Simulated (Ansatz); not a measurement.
## LiF (Pm-3m), clamped-ion strain scan

The calculation used DFT LDA, scalar-relativistic, plane waves, PAW in Ansatz 0.2.0. The runs took a 420 eV cutoff, a Γ-centred 10×10×10 mesh and Gaussian smearing (0.05 eV). No spin polarisation. Energies are free energies at this smearing, counted from the undisturbed cell; pressure is positive in compression.

The starting cell (as given, not relaxed at this level; it stands at -7.7 GPa; this CsCl-type form isn't the usual structure):

```xyz
2
Lattice="2.5595 0.0000 0.0000 0.0000 2.5595 0.0000 0.0000 0.0000 2.5595" Properties=species:S:1:pos:R:3 pbc="T T T"
Li    0.0000    0.0000    0.0000
F     1.2798    1.2798    1.2798
```

The cell is strained by ε times the Voigt pattern (1, 1, 0, 0, 0, 0) (xx, yy, zz, yz, xz, xy; engineering shear) with fractional coordinates fixed.

| ε | ΔE (meV/atom) |
| --- | --- |
| -0.0200 | -11.5 |
| -0.0150 | -9.5 |
| -0.0100 | -6.9 |
| -0.0050 | -3.7 |
| 0.0000 | 0.0 |
| 0.0050 | 4.3 |
| 0.0100 | 9.1 |
| 0.0150 | 14.4 |
| 0.0175 | 17.2 |
| 0.0200 | 20.1 |

Task: Predict the gap on the mesh (eV) at each point.

Result:
| ε | gap on the mesh (eV) |
| --- | --- |
| -0.0200 | 7.59 |
| -0.0150 | 7.52 |
| -0.0100 | 7.45 |
| -0.0050 | 7.38 |
| 0.0000 | 7.31 |
| 0.0050 | 7.21 |
| 0.0100 | 7.10 |
| 0.0150 | 7.00 |
| 0.0175 | 6.95 |
| 0.0200 | 6.90 |